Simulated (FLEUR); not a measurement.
# ZnO (zincite) (P6_3mc) in FLEUR: a series of runs

One crystal, ZnO (zincite), is run at these levels: PBEsol, r2SCAN; tasks: band structure, equation of state.

Program: FLEUR MaX-R8.1 (later development tree). These are calculated values, not measurements. Logs are shortened: lines on timing, memory, paths and dates and some standing lists are left out, and cuts for length are marked.

**The experiment to reproduce.**

“Electronic structure of alkaline earth and post-transition metal oxides”, 2009, arxiv:0908.1581 quotes, for a bulk crystal of ZnO: band gap 3.37 eV.

The runs below are set against these values where they give the same quantity.

**1. The crystal as given**

Symmetry: P6_3mc, No. 186, hexagonal system. The conventional cell has a = 3.249 Å, b = 3.249 Å, c = 5.206 Å, α = 90.00°, β = 90.00°, γ = 120.00°. Around Zn (site symmetry 3m) lie 4 O at 1.97 to 1.98 Å. O (site symmetry 3m) has 4 Zn at 1.97 to 1.98 Å as nearest neighbours.

**2. Band structure, PBEsol**

Contents of inp.xml:

```xml
<?xml version="1.0" encoding="UTF-8" standalone="no"?>
<fleurInput fleurInputVersion="0.39">
   <comment>
      ZnO                                                                                                 
   </comment>
   <calculationSetup>
      <cutoffs Kmax="5.0" Gmax="15.5" GmaxXC="15.5" numbands="0"/>
      <scfLoop itmax="60" minDistance="0.00001" maxIterBroyd="15" imix="Anderson" alpha="0.05" precondParam="0.0" spinf="2.0" sdNocoIR="T"/>
      <coreElectrons ctail="T" frcor="F" kcrel="0" coretail_lmax="0"/>
      <xcFunctional name="PBEs" relativisticCorrections="F"/>
      <magnetism jspins="1"/>
      <soc l_soc="F" theta="0.0" phi="0.0" spav="F"/>
      <expertModes spex="0" secvar="F"/>
      <geometryOptimization l_f="F" forcealpha="1.0" forcemix="BFGS" epsdisp="0.00001" epsforce="0.00001"/>
      <ldaU l_linMix="F" mixParam="0.05" spinf="1.0"/>
   </calculationSetup>
   <cell>
      <bzIntegration valenceElectrons="52.0" mode="hist" fermiSmearingEnergy="0.00183747">
         <kPointListSelection listName="default-1"/>
         <!-- k-points included here -->
         <xi:include xmlns:xi="http://www.w3.org/2001/XInclude" href="kpts.xml"> </xi:include>
      </bzIntegration>
      <!-- symmetry operations included here -->
      <xi:include xmlns:xi="http://www.w3.org/2001/XInclude" href="sym.xml"> </xi:include>
      <bulkLattice scale="1.0">
         <bravaisMatrix>
[... 33 lines left out ...]
         <lo type="SCLO" l="1" n="2" eDeriv="2"/>
         <lo type="SCLO" l="2" n="3" eDeriv="2"/>
      </species>
   </atomSpecies>
   <atomGroups>
      <atomGroup species="Zinc (Zn)">
         <relPos label="                   1">-1.000/3.000 1.000/3.000 .0000000000</relPos>
         <relPos label="                   2">1.000/3.000 -1.000/3.000 1.000/2.000</relPos>
         <force calculate="T" relaxXYZ="TTT"/>
      </atomGroup>
      <atomGroup species="Oxygen (O)">
         <relPos label="                   3">1.000/3.000 -1.000/3.000 -.1209900000</relPos>
         <relPos label="                   4">-1.000/3.000 1.000/3.000 .3790100000</relPos>
         <force calculate="T" relaxXYZ="TTT"/>
      </atomGroup>
   </atomGroups>
   <output dos="F" band="F" slice="F">
      <checks vchk="F" cdinf="F"/>
      <bandDOS minEnergy="-.5*Htr" maxEnergy="0.5*Htr" sigma="0.015" storeEVData="T"/>
      <vacuumDOS vacdos="F" integ="F" star="F" nstars="0" locx1="0.0" locy1="0.0" locx2="0.0" locy2="0.0" nstm="0" tworkf="0.0"/>
      <unfoldingBand unfoldBand="F" supercellX="1" supercellY="1" supercellZ="1"/>
      <plotting iplot="0" polar="F">
         <plot TwoD="T" vec1="  1.0  0.0  0.0" vec2="  0.0  1.0  0.0" vec3="  0.0  0.0  1.0" zero="  0.0  0.0  0.0" file="plot"/>
      </plotting>
      <chargeDensitySlicing numkpt="0" minEigenval="0.0" maxEigenval="0.0" nnne="0" pallst="F"/>
      <specialOutput eonly="F"/>
      <moessbauerParams electricFieldGradient="T" isomerShift="T" coreHyperfine="T" valenceHyperfine="T"/>
      <magneticCircularDichroism mcd="F" energyLo="-10.0" energyUp="0.0"/>
   </output>
  <!-- We include the file relax.xml here to enable relaxations (see documentation) -->
  <xi:include xmlns:xi="http://www.w3.org/2001/XInclude" href="relax.xml"> <xi:fallback/> </xi:include>
</fleurInput>
```

Contents of crystal.txt:

```
ZnO
&input cartesian=F /
3.2493080000  0.0000000000  0.0000000000
-1.6246540000  2.8139832727  0.0000000000
0.0000000000  0.0000000000  5.2057090000
1.8897261246
1.0 1.0 1.0

4
30 0.6666666666  0.3333333332  0.0000000000
30 0.3333333332  0.6666666666  0.5000000000
8 0.3333333332  0.6666666666  0.8790100000
8 0.6666666666  0.3333333332  0.3790100000

&kpt div1=9 div2=9 div3=5 gamma=T /
```

Contents of inp.xml (bands):

```
<?xml version="1.0" encoding="UTF-8" standalone="no"?>
<fleurInput fleurInputVersion="0.39">
   <comment>
      ZnO                                                                                                 
   </comment>
   <calculationSetup>
      <cutoffs Kmax="5.0" Gmax="15.5" GmaxXC="15.5" numbands="0"/>
      <scfLoop itmax="60" minDistance="0.00001" maxIterBroyd="15" imix="Anderson" alpha="0.05" precondParam="0.0" spinf="2.0" sdNocoIR="T"/>
      <coreElectrons ctail="T" frcor="F" kcrel="0" coretail_lmax="0"/>
      <xcFunctional name="PBEs" relativisticCorrections="F"/>
      <magnetism jspins="1"/>
      <soc l_soc="F" theta="0.0" phi="0.0" spav="F"/>
      <expertModes spex="0" secvar="F"/>
      <geometryOptimization l_f="F" forcealpha="1.0" forcemix="BFGS" epsdisp="0.00001" epsforce="0.00001"/>
      <ldaU l_linMix="F" mixParam="0.05" spinf="1.0"/>
   </calculationSetup>
   <cell>
      <bzIntegration valenceElectrons="52.0" mode="hist" fermiSmearingEnergy="0.00183747">
         <kPointListSelection listName="path-1"/>
         <!-- k-points included here -->
         <xi:include xmlns:xi="http://www.w3.org/2001/XInclude" href="kpts.xml"> </xi:include>
      </bzIntegration>
      <!-- symmetry operations included here -->
      <xi:include xmlns:xi="http://www.w3.org/2001/XInclude" href="sym.xml"> </xi:include>
      <bulkLattice scale="1.0">
         <bravaisMatrix>
[... 32 lines left out ...]
         <lo type="SCLO" l="0" n="2" eDeriv="2"/>
         <lo type="SCLO" l="1" n="2" eDeriv="2"/>
         <lo type="SCLO" l="2" n="3" eDeriv="2"/>
      </species>
   </atomSpecies>
   <atomGroups>
      <atomGroup species="Zinc (Zn)">
         <relPos label="                   1">-1.000/3.000 1.000/3.000 .0000000000</relPos>
         <relPos label="                   2">1.000/3.000 -1.000/3.000 1.000/2.000</relPos>
         <force calculate="T" relaxXYZ="TTT"/>
      </atomGroup>
      <atomGroup species="Oxygen (O)">
         <relPos label="                   3">1.000/3.000 -1.000/3.000 -.1209900000</relPos>
         <relPos label="                   4">-1.000/3.000 1.000/3.000 .3790100000</relPos>
         <force calculate="T" relaxXYZ="TTT"/>
      </atomGroup>
   </atomGroups>
   <output dos="F" band="T" slice="F">
      <checks vchk="F" cdinf="F"/>
      <bandDOS minEnergy="-.5*Htr" maxEnergy="0.5*Htr" sigma="0.015" storeEVData="T"/>
      <vacuumDOS vacdos="F" integ="F" star="F" nstars="0" locx1="0.0" locy1="0.0" locx2="0.0" locy2="0.0" nstm="0" tworkf="0.0"/>
      <unfoldingBand unfoldBand="F" supercellX="1" supercellY="1" supercellZ="1"/>
      <plotting iplot="0" polar="F">
         <plot TwoD="T" vec1="  1.0  0.0  0.0" vec2="  0.0  1.0  0.0" vec3="  0.0  0.0  1.0" zero="  0.0  0.0  0.0" file="plot"/>
      </plotting>
      <chargeDensitySlicing numkpt="0" minEigenval="0.0" maxEigenval="0.0" nnne="0" pallst="F"/>
      <specialOutput eonly="F"/>
      <moessbauerParams electricFieldGradient="T" isomerShift="T" coreHyperfine="T" valenceHyperfine="T"/>
      <magneticCircularDichroism mcd="F" energyLo="-10.0" energyUp="0.0"/>
   </output>
  <!-- We include the file relax.xml here to enable relaxations (see documentation) -->
  <xi:include xmlns:xi="http://www.w3.org/2001/XInclude" href="relax.xml"> <xi:fallback/> </xi:include>
</fleurInput>
```

Potentials or basis: all-electron, FLAPW.

The run is started by

```bash
$ inpgen -f crystal.txt -profile fastHighL
$ # inp.xml edited to the form shown
$ mpirun -n 4 fleur_MPI -pe_per_kpt 1
$ mpirun -n 4 fleur_MPI -pe_per_kpt 1   # second run, on inp.xml (bands)
```

The log of the run:

```text
Welcome to FLEUR        (www.flapw.de)
      MaX-Release 8.1          (www.max-centre.eu)

 ========== k-point set info ==========
 Selected k-point list: default-1
 k-point list type: mesh
 9 x 9 x 5
 Number of k points: 36

 ------------Calculation Setup---------------------------
 Number of MPI-tasks      :            4
 Number of PE/node        :            4
 Number of OMP-threads    :            1
 Using exactly            1  PE per kpt
 Using exactly            1  PE per kpt
 Using exactly            1  PE per kpt
 Using exactly            1  PE per kpt
 k-points in parallel     :            4
 pe's per k-point         :            1
 No of k-point loops      :            9
 Eigenvalue solver        :       lapack
 Number of basis functions:          867
 Approximate size of matrices (H+S) per k-point:         0.022 GB
 --------------------------------------------------------
 Iteration:     1   Distance:      22.93210066 me/bohr^3
 Iteration:     2   Distance:      19.31219116 me/bohr^3
 Iteration:     3   Distance:       7.47363606 me/bohr^3
 Iteration:     4   Distance:       5.19789072 me/bohr^3
 Iteration:     5   Distance:       3.50467969 me/bohr^3
 Iteration:     6   Distance:       0.58450859 me/bohr^3
 Iteration:     7   Distance:       0.51932292 me/bohr^3
 Iteration:     8   Distance:       0.07662619 me/bohr^3
 Iteration:     9   Distance:       0.06303618 me/bohr^3
 Iteration:    10   Distance:       0.01298197 me/bohr^3
 Iteration:    11   Distance:       0.00323502 me/bohr^3
 Iteration:    12   Distance:       0.00100962 me/bohr^3
 Iteration:    13   Distance:       0.00028316 me/bohr^3
 Iteration:    14   Distance:       0.00010431 me/bohr^3
 Iteration:    15   Distance:       0.00001702 me/bohr^3
 Iteration:    16   Distance:       0.00001371 me/bohr^3
 Iteration:    17   Distance:       0.00000537 me/bohr^3

 ********************************************************************
 Run finished successfully
 Stop message:
   all done
 ********************************************************************
```

Wall time 2 min (4 MPI ranks of Intel Xeon Platinum 8375C at 2.90GHz (Ice Lake), shared host).

What came out:

| Quantity | Value |
| --- | --- |
| Free energy | -101757.7086 eV |
| Band gap on the k mesh | 0.72 eV, direct |
| Band gap along the path | 0.72 eV, direct |
| Valence electrons inside the program's atomic spheres | Zn 18.07; O 4.81 (radii Zn 1.96, O 1.5 bohr) |

Levels at the corners of the path, in eV from the valence-band top:
| point | band 23 | band 24 | band 25 | band 26 | band 27 | band 28 | band 29 | band 30 |
| --- | --- | --- | --- | --- | --- | --- | --- | --- |
| Γ | -0.82 | -0.07 | 0.00 | 0.00 | 0.72 | 5.14 | 8.16 | 12.76 |
| M | -2.85 | -2.29 | -1.30 | -0.83 | 5.71 | 6.73 | 7.50 | 8.44 |
| K | -3.53 | -1.93 | -1.93 | -1.72 | 7.54 | 7.64 | 7.64 | 8.02 |
| Γ | -0.82 | -0.07 | 0.00 | 0.00 | 0.72 | 5.14 | 8.16 | 12.76 |
| A | -0.40 | -0.40 | -0.40 | -0.40 | 3.40 | 3.40 | 10.01 | 10.01 |
| L | -1.51 | -1.51 | -1.36 | -1.36 | 5.61 | 5.61 | 8.37 | 8.37 |
| H | -2.71 | -2.71 | -1.23 | -1.23 | 7.88 | 7.88 | 7.94 | 7.94 |
| A | -0.40 | -0.40 | -0.40 | -0.40 | 3.40 | 3.40 | 10.01 | 10.01 |
| L | -1.51 | -1.51 | -1.36 | -1.36 | 5.61 | 5.61 | 8.37 | 8.37 |
| M | -2.85 | -2.29 | -1.30 | -0.83 | 5.71 | 6.73 | 7.50 | 8.44 |
| K | -3.53 | -1.93 | -1.93 | -1.72 | 7.54 | 7.64 | 7.64 | 8.02 |
| H | -2.71 | -2.71 | -1.23 | -1.23 | 7.88 | 7.88 | 7.94 | 7.94 |

Core levels (eV from the Fermi level):
```csv
atom,levels
1 Zn,"1s1/2 -9509.4, 2s1/2 -1151.3, 2p1/2 -1013.6, 2p3/2 -989.7"
2 Zn,"1s1/2 -9509.4, 2s1/2 -1151.3, 2p1/2 -1013.6, 2p3/2 -989.7"
3 O,1s1/2 -503.5
4 O,1s1/2 -503.5
```

**3. Equation of state, PBEsol, 11.19 Å³/atom (volume scaled by 0.94)**

Changes to inp.xml since step 2:

```diff
@@ -6,3 +6,3 @@
    <calculationSetup>
-      <cutoffs Kmax="5.0" Gmax="15.5" GmaxXC="15.5" numbands="0"/>
+      <cutoffs Kmax="5.16" Gmax="16.0" GmaxXC="16.0" numbands="0"/>
       <scfLoop itmax="60" minDistance="0.00001" maxIterBroyd="15" imix="Anderson" alpha="0.05" precondParam="0.0" spinf="2.0" sdNocoIR="T"/>
@@ -24,3 +24,3 @@
       <xi:include xmlns:xi="http://www.w3.org/2001/XInclude" href="sym.xml"> </xi:include>
-      <bulkLattice scale="1.0">
+      <bulkLattice scale="0.9795861087">
          <bravaisMatrix>
@@ -34,3 +34,3 @@
       <species name="Zinc (Zn)" element="Zn" atomicNumber="30">
-         <mtSphere radius="1.96" gridPoints="649" logIncrement="0.019"/>
+         <mtSphere radius="1.9" gridPoints="649" logIncrement="0.019"/>
          <atomicCutoffs lmax="8" lnonsphr="8"/>
@@ -49,3 +49,3 @@
       <species name="Oxygen (O)" element="O" atomicNumber="8">
-         <mtSphere radius="1.5" gridPoints="497" logIncrement="0.021"/>
+         <mtSphere radius="1.45" gridPoints="497" logIncrement="0.021"/>
          <atomicCutoffs lmax="8" lnonsphr="8"/>
```

Potentials or basis: all-electron, FLAPW.

The run is started by

```bash
$ inpgen -f crystal.txt -profile fastHighL
$ # inp.xml edited to the form shown
$ mpirun -n 4 fleur_MPI -pe_per_kpt 1
```

The log of the run:

```text
Welcome to FLEUR        (www.flapw.de)
      MaX-Release 8.1          (www.max-centre.eu)

 ========== k-point set info ==========
 Selected k-point list: default-1
 k-point list type: mesh
 9 x 9 x 5
 Number of k points: 36

 ------------Calculation Setup---------------------------
 Number of MPI-tasks      :            4
 Number of PE/node        :            4
 Number of OMP-threads    :            1
 Using exactly            1  PE per kpt
 k-points in parallel     :            4
 pe's per k-point         :            1
 No of k-point loops      :            9
 Using exactly            1  PE per kpt
 Using exactly            1  PE per kpt
 Using exactly            1  PE per kpt
 Eigenvalue solver        :       lapack
 Number of basis functions:          885
 Approximate size of matrices (H+S) per k-point:         0.023 GB
 --------------------------------------------------------
 Iteration:     1   Distance:      23.85860445 me/bohr^3
 Iteration:     2   Distance:      20.20317209 me/bohr^3
 Iteration:     3   Distance:       7.76813187 me/bohr^3
 Iteration:     4   Distance:       5.23890843 me/bohr^3
 Iteration:     5   Distance:       3.70852888 me/bohr^3
 Iteration:     6   Distance:       0.56198293 me/bohr^3
 Iteration:     7   Distance:       0.48955499 me/bohr^3
 Iteration:     8   Distance:       0.06734167 me/bohr^3
 Iteration:     9   Distance:       0.05366416 me/bohr^3
 Iteration:    10   Distance:       0.01121974 me/bohr^3
 Iteration:    11   Distance:       0.00236791 me/bohr^3
 Iteration:    12   Distance:       0.00086916 me/bohr^3
 Iteration:    13   Distance:       0.00013816 me/bohr^3
 Iteration:    14   Distance:       0.00013537 me/bohr^3
 Iteration:    15   Distance:       0.00001741 me/bohr^3
 Iteration:    16   Distance:       0.00001430 me/bohr^3
 Iteration:    17   Distance:       0.00000480 me/bohr^3

 ********************************************************************
 Run finished successfully
 Stop message:
   all done
 ********************************************************************
```

Wall time 84 s (4 MPI ranks of Intel Xeon Platinum 8259CL at 2.50GHz (Skylake/Cascade Lake), shared host).

Results:

```
Free energy                                           : -101757.6487 eV
Band gap on the k mesh                                : 0.80 eV, direct
Valence electrons inside the program's atomic spheres : Zn 17.97; O 4.67 (radii Zn 1.9, O 1.45 bohr)
```

**4. Equation of state, PBEsol, 11.42 Å³/atom (volume scaled by 0.96)**

Changes to inp.xml since step 3:

```diff
@@ -24,3 +24,3 @@
       <xi:include xmlns:xi="http://www.w3.org/2001/XInclude" href="sym.xml"> </xi:include>
-      <bulkLattice scale="0.9795861087">
+      <bulkLattice scale="0.9864848297">
          <bravaisMatrix>
```

The run is started by

```bash
$ inpgen -f crystal.txt -profile fastHighL
$ # inp.xml edited to the form shown
$ mpirun -n 4 fleur_MPI -pe_per_kpt 1
```

Run time: 86 s. Hardware: 4 MPI ranks of Intel Xeon Platinum 8259CL at 2.50GHz (Skylake/Cascade Lake), shared host.

The run converged. Its results:

```
Free energy                                           : -101757.6867 eV
Band gap on the k mesh                                : 0.77 eV, direct
Valence electrons inside the program's atomic spheres : Zn 17.96; O 4.66 (radii Zn 1.9, O 1.45 bohr)
```

**5. Equation of state, PBEsol, 11.66 Å³/atom (volume scaled by 0.98)**

Changes to inp.xml since step 4:

```diff
@@ -24,3 +24,3 @@
       <xi:include xmlns:xi="http://www.w3.org/2001/XInclude" href="sym.xml"> </xi:include>
-      <bulkLattice scale="0.9864848297">
+      <bulkLattice scale="0.9932883884">
          <bravaisMatrix>
```

The run is started by

```bash
$ inpgen -f crystal.txt -profile fastHighL
$ # inp.xml edited to the form shown
$ mpirun -n 4 fleur_MPI -pe_per_kpt 1
```

Wall time 91 s (4 MPI ranks of Intel Xeon Platinum 8259CL at 2.50GHz (Skylake/Cascade Lake), shared host).

Results (log left out):

```yaml
Free_energy: -101757.7044 eV
Band_gap_on_the_k_mesh: 0.74 eV, direct
Valence_electrons_inside_the_program's_atomic_spheres: Zn 17.94; O 4.65 (radii Zn 1.9, O 1.45 bohr)
```

**6. Equation of state, PBEsol, 11.90 Å³/atom**

Changes to inp.xml since step 5:

```diff
@@ -24,3 +24,3 @@
       <xi:include xmlns:xi="http://www.w3.org/2001/XInclude" href="sym.xml"> </xi:include>
-      <bulkLattice scale="0.9932883884">
+      <bulkLattice scale="1.0000000000">
          <bravaisMatrix>
```

Potentials or basis: all-electron, FLAPW.

The run is started by

```bash
$ inpgen -f crystal.txt -profile fastHighL
$ # inp.xml edited to the form shown
$ mpirun -n 4 fleur_MPI -pe_per_kpt 1
```

It took 93 s on 4 MPI ranks of Intel Xeon Platinum 8259CL at 2.50GHz (Skylake/Cascade Lake), shared host.

The run converged. Its results:

| Item | Value |
| --- | --- |
| Free energy | -101757.7038 eV |
| Band gap on the k mesh | 0.71 eV, direct |
| Valence electrons inside the program's atomic spheres | Zn 17.93; O 4.64 (radii Zn 1.9, O 1.45 bohr) |

**7. Equation of state, PBEsol, 12.14 Å³/atom (volume scaled by 1.02)**

Changes to inp.xml since step 6:

```diff
@@ -24,3 +24,3 @@
       <xi:include xmlns:xi="http://www.w3.org/2001/XInclude" href="sym.xml"> </xi:include>
-      <bulkLattice scale="1.0000000000">
+      <bulkLattice scale="1.0066227096">
          <bravaisMatrix>
```

The run is started by

```bash
$ inpgen -f crystal.txt -profile fastHighL
$ # inp.xml edited to the form shown
$ mpirun -n 4 fleur_MPI -pe_per_kpt 1
```

Run time: 97 s. Hardware: 4 MPI ranks of Intel Xeon Platinum 8259CL at 2.50GHz (Skylake/Cascade Lake), shared host.

It converged, with:

- Free energy: -101757.6864 eV
- Band gap on the k mesh: 0.69 eV, direct
- Valence electrons inside the program's atomic spheres: Zn 17.92; O 4.63 (radii Zn 1.9, O 1.45 bohr)

**8. Equation of state, PBEsol, 12.38 Å³/atom (volume scaled by 1.04)**

Changes to inp.xml since step 7:

```diff
@@ -24,3 +24,3 @@
       <xi:include xmlns:xi="http://www.w3.org/2001/XInclude" href="sym.xml"> </xi:include>
-      <bulkLattice scale="1.0066227096">
+      <bulkLattice scale="1.0131594038">
          <bravaisMatrix>
```

The run is started by

```bash
$ inpgen -f crystal.txt -profile fastHighL
$ # inp.xml edited to the form shown
$ mpirun -n 4 fleur_MPI -pe_per_kpt 1
```

Wall time 1.7 min (4 MPI ranks of Intel Xeon Platinum 8259CL at 2.50GHz (Skylake/Cascade Lake), shared host).

It converged, with:

```
Free energy                                           : -101757.6544 eV
Band gap on the k mesh                                : 0.66 eV, direct
Valence electrons inside the program's atomic spheres : Zn 17.91; O 4.62 (radii Zn 1.9, O 1.45 bohr)
```

**9. Equation of state, PBEsol, 12.61 Å³/atom (volume scaled by 1.06)**

Changes to inp.xml since step 8:

```diff
@@ -24,3 +24,3 @@
       <xi:include xmlns:xi="http://www.w3.org/2001/XInclude" href="sym.xml"> </xi:include>
-      <bulkLattice scale="1.0131594038">
+      <bulkLattice scale="1.0196128224">
          <bravaisMatrix>
```

Potentials or basis: all-electron, FLAPW.

The run is started by

```bash
$ inpgen -f crystal.txt -profile fastHighL
$ # inp.xml edited to the form shown
$ mpirun -n 4 fleur_MPI -pe_per_kpt 1
```

Wall time 1.7 min (4 MPI ranks of Intel Xeon Platinum 8259CL at 2.50GHz (Skylake/Cascade Lake), shared host).

It converged, with:

| Item | Value |
| --- | --- |
| Free energy | -101757.6091 eV |
| Band gap on the k mesh | 0.63 eV, direct |
| Valence electrons inside the program's atomic spheres | Zn 17.90; O 4.61 (radii Zn 1.9, O 1.45 bohr) |

**10. Equation of state, PBEsol**

No new run: the results of the series are fitted here.

What came out:

```yaml
Equilibrium_volume: 11.77 Å³/atom
Bulk_modulus_at_fixed_shape_and_positions: 145 GPa
Pressure_derivative_of_the_bulk_modulus: 4.3
```

Energy against volume, from the lowest point:
```tsv
volume (Å³/atom)	energy (meV/atom)
11.186	13.91
11.424	4.42
11.662	0.00
11.900	0.15
12.138	4.50
12.376	12.48
12.614	23.81
```

Caveat: the cell was scaled at fixed shape and fractional positions, which overstates the stiffness of a crystal with free parameters, most of all of layers and chains.

(Part 1 of 2 ends here.)
